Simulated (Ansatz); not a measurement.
# BeS: the cost of one run

Computed with Ansatz 0.2.0 (DFT PBE, scalar-relativistic, plane waves, PAW, unless a step's input says otherwise).

The COD entry's cell or inner coordinates are ideal or old and differ from later refinements, so a difference from it is no clean test against experiment.

## (1) The structure to begin with

The structure is cubic, space group F-43m (No. 216). The conventional cell has a = 4.850 Å, b = 4.850 Å, c = 4.850 Å, α = 90.00°, β = 90.00°, γ = 90.00°. Be (site symmetry -43m) has 4 S at 2.10 Å as nearest neighbours. S (site symmetry -43m) has 4 Be at 2.10 Å as nearest neighbours.

As a file:

```xyz
2
Lattice="0.0000 2.4250 2.4250 2.4250 0.0000 2.4250 2.4250 2.4250 0.0000" Properties=species:S:1:pos:R:3 pbc="T T T"
Be    0.0000    0.0000    0.0000
S     1.2125    1.2125    1.2125
```

The structure comes from the Crystallography Open Database.

(A quick probe on a coarse mesh, which set the mesh and smearing, is not shown.)

## (3) Full relaxation

The input, input.yaml:

```yaml
crystal:
  lattice:
    - [0.0, 2.425, 2.425]
    - [2.425, 0.0, 2.425]
    - [2.425, 2.425, 0.0]
  atoms:
    - { symbol: Be, position: [0.0, 0.0, 0.0] }
    - { symbol: S, position: [0.25, 0.25, 0.25] }
basis:
  ecutwfc: 420
kpoints:
  mp_grid: { grid: [8, 8, 8] }
hamiltonian:
  xc: pbe
scf:
  occupations: { method: gaussian, width: 0.02 }
output:
  forces: true
  stress: true
  eigenvalues: true
  write_density: true
  write_potential: true
  elf: true
  volumetric_format: npy
relax:
  adjacent_minimum: "off"
  f_tol: 0.005
  max_steps: 80
  cell: { stress_tol: 0.05 }
```

Run with:

```sh
ansatz run input.yaml --threads 2 --pin off --max-ram 5120MiB --backend cpu --events-out ev --progress --plain --runs-dir out
```

**Question.** How long does this run take on 2 threads of Intel Xeon Platinum 8488C (Sapphire Rapids), shared host, and how much memory does it need?

About 2.7 s, with a peak of 0.35 GiB.
